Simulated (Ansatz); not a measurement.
## What a change of settings does to a run on Fe

The cell is the one relaxed in the Materials Project (mp-150), not relaxed further here; entries there can be hypothetical. The listed cell was then made from it by scaling, straining or moving an atom.

First run: DFT, PBEsol, PAW with Ansatz's default frozen-core files, scalar-relativistic (Ansatz 0.2.0).

Command: `ansatz run input.yaml --threads 1 --pin off --max-ram 3072MiB --backend cpu --events-out ev --progress --plain --runs-dir out` The run took about 11 s on 1 thread of a shared machine.

```yaml
crystal:
  lattice:
    - [0.0, 1.803072887, 1.803072887]
    - [1.803072887, 0.0, 1.803072887]
    - [1.803072887, 1.803072887, 0.0]
  atoms:
    - { symbol: Fe, position: [0.0, 0.0, 0.0], spin: 3.0 }
magnetization:
  spin_polarized: true
kpoints:
  mp_grid: { grid: [17, 17, 17] }
scf:
  occupations: { method: fermi_dirac, width: 0.03 }
hamiltonian:
  xc: pbesol
  pseudopotentials: { kind: paw }
output:
  forces: true
  stress: true
  eigenvalues: true
  efg: { contact_densities: true }
```

Result: converged; pressure -5.57 GPa; moment 2.50 μB; 15 SCF iterations.

A second input differs as follows:

```diff
@@ -12,6 +12,7 @@
 scf:
   occupations: { method: fermi_dirac, width: 0.03 }
+  max_iter: 60
 hamiltonian:
-  xc: pbesol
+  xc: lda+u
   pseudopotentials: { kind: paw }
 output:
```

Question: What is wrong with it, and what does the program do?

Answer: The fault is an unknown functional. The run refused before any iteration. The log ends:
```
15 | hamiltonian:
16 |   xc: lda+u
   |       ^ hamiltonian.xc: unknown variant `lda+u`, expected one of `lda`, `lda-pw`, `pw92`, `pbe`, `pbesol`, `rpbe`, `revpbe`, `blyp`, `pbe0`, `revpbe0`, `b3lyp`, `b3lyp5`, `hse06`, `wpbeh`, `hiss`, `lc_wpbe`, `cam_b3lyp`, `hf`, `r2scan`, `r2scanh`, `r2scan0`, `r2scan50`, `mr2scan`
17 |   pseudopotentials: { kind: paw }
18 | output:
   |
```
